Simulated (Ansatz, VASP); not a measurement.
One calculation of Ta, two programs

```
CELL_PARAMETERS angstrom
2.79075 0.00000 0.00000
-1.39538 2.41686 0.00000
0.00000 0.00000 2.63859
ATOMIC_POSITIONS crystal
Ta 0.00000 0.00000 0.00000
```

Change from the starting cell: volume scaled by 0.9, LAPW.

Alike in both runs: task single point; functional PBE; k mesh 17 × 17 × 16; occupations fermi-dirac, width 0.05 eV; no spin polarisation.

|  | VASP | Ansatz |
| --- | --- | --- |
| version | VASP 6.6.1 | Ansatz 0.2.0 |
| potentials or method | VASP PAW PBE potentials, release 64 (Ta_pv), cutoff 520 eV | all-electron LAPW, scalar-relativistic |

|  | VASP | Ansatz | Ansatz less VASP |
| --- | --- | --- | --- |
| pressure (GPa) | 21.2 | 20.7 | -0.51 |
| largest component of the traceless stress (GPa) | 0.05 | 0.03 | -0.026 |

Ansatz ran all-electron here, so the differences hold the error of VASP's frozen core and of both bases.

Caveats: so large a pressure means that the cell lies far from this level's equilibrium, or that cutoff or potentials fall short (VASP). Spin-orbit coupling is left out, which matters for the levels of Ta.
